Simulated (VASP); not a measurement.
Here is a VASP 6.6.1 calculation.

Contents of INCAR:

```
ALGO = Normal
EDIFF = 1E-7
ENCUT = 520
GGA = PE
ISIF = 2
ISMEAR = 0
LASPH = T
LCHARG = F
LREAL = F
LWAVE = F
NBANDS = 17
NELM = 100
PREC = Accurate
SIGMA = 0.1
```

File KPOINTS:

```
k-points
0
Gamma
  6 6 6
```

The input POSCAR:

```
SnTe
1.0
    0.0000000000      3.1508500000      3.1508500000
    3.1508500000      0.0000000000      3.1508500000
    3.1508500000      3.1508500000      0.0000000000
Te Sn
1 1
Direct
    0.5000000000      0.5000000000      0.5000000000
    0.0000000000      0.0000000000      0.0000000000
```

Potentials or basis: VASP PAW PBE potentials, release 64 (Te, Sn_d).

Command:

```bash
$ cat potpaw_PBE.64/Te/POTCAR potpaw_PBE.64/Sn_d/POTCAR > POTCAR
$ mpirun -np 1 vasp_std > vasp.out
```

**Question.** Estimate the band gap on the k mesh.

**Answer.** 0.10 eV, direct.

**Question.** Estimate the pressure.

**Answer.** 2.3 GPa.

Caveat: spin-orbit coupling is left out, which moves the levels of the heavy elements.

**What was measured.**

From a printed reference work, textbook, for a bulk crystal of SnTe at 300 K: band gap 0.18 eV (direct).

Against the measured gap of SnTe, 0.18 eV (direct; 300 K; a printed reference work, textbook), the calculated 0.10 eV is off by -0.08 eV. Spin-orbit coupling on Sn, Te is left out. The value is that of PBE on a finite k mesh, which can miss the band edges, without temperature or zero-point motion. Semilocal functionals fall short of measured gaps as a rule.
